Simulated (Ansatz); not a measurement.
Crystal: Pt.

```
CELL_PARAMETERS angstrom
-1.58217 1.58498 1.58466
1.60292 -1.57978 1.60020
1.56748 1.56509 -1.57945
ATOMIC_POSITIONS crystal
Pt 0.00000 0.00000 0.00000
```

This isn't the form of Pt at room conditions, which is fcc.

The cell isn't the ideal one: cell sheared at random, sigma 0.01, atoms nudged by 0.01 Å.

* Program: Ansatz 0.2.0
* Task: relaxation of cell and atoms
* Functional: PBEsol0
* Potentials or basis: Ansatz PAW
* Cutoff: 420 eV (not typed: the program's choice for these potentials)
* k mesh: 6 × 6 × 6
* Occupations: fermi-dirac, width 0.05 eV
* Spin: no spin polarisation

At the start: volume 15.90 Å³/atom.

Q: How do energy, volume and symmetry change on relaxing?

A: It ends after 7 steps and the volume is 14.94 Å³/atom (-6.1 %); space group I4/mmm (No. 139, to 0.05 Å).

Step by step:
```tsv
step	energy change (eV)	largest force (eV/Å)	volume (Å³)
1	0.0000	0.0000	15.90
2	-0.0041	0.0000	14.10
3	-0.0521	0.0000	15.05
4	-0.0533	0.0000	14.95
5	-0.0534	0.0000	14.94
6	-0.0534	0.0000	14.94
7	-0.0530	0.0000	14.94
```

Final structure:
```
Pt
1.0
    -1.53634    1.53711    1.58180
     1.53711   -1.53611    1.58202
     1.53581    1.53558   -1.58066
Pt
1
Direct
  0.00000 0.00000 0.00000
```

Caveat: the k mesh is coarse (spacing up to 0.47 Å⁻¹), so the values aren't converged, least of all with exact exchange; the plane-wave basis is chosen anew once the cell has moved, so the energies of steps on either side of that aren't comparable; the PAW data sets come from PBE, with cores solved anew for the run's functional, which leaves a small shift of forces and pressure.
